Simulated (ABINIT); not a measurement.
Crystal: NaCl.

```
Cl Na
1.0
     0.00000    2.79406    2.79406
     2.79406    0.00000    2.79406
     2.79406    2.79406    0.00000
Cl Na
1 1
Cartesian
  2.7941 2.7941 2.7941
  0.0000 0.0000 0.0000
```

The cell is a database's computed one.

Base run:

```yaml
Program: ABINIT 10.8.3 (patched build)
Functional: BP86
Potentials_or_basis: JTH PAW PBE v2.0
Cutoff: 1088 eV
k_mesh: 8 × 8 × 8
Occupations: fermi-dirac, width 0.05 eV
Spin: no spin polarisation
```

Its results: band gap on the k mesh 5.22 eV, direct; pressure 1.9 GPa.

Question: The run is repeated on the same cell with these changes: functional from BP86 to SOGGA. What comes out?

Answer: Band gap on the k mesh 5.02 eV, direct; pressure 0.2 GPa.

Caveats: the PAW data sets were made with another functional, which shifts forces and pressure a little.
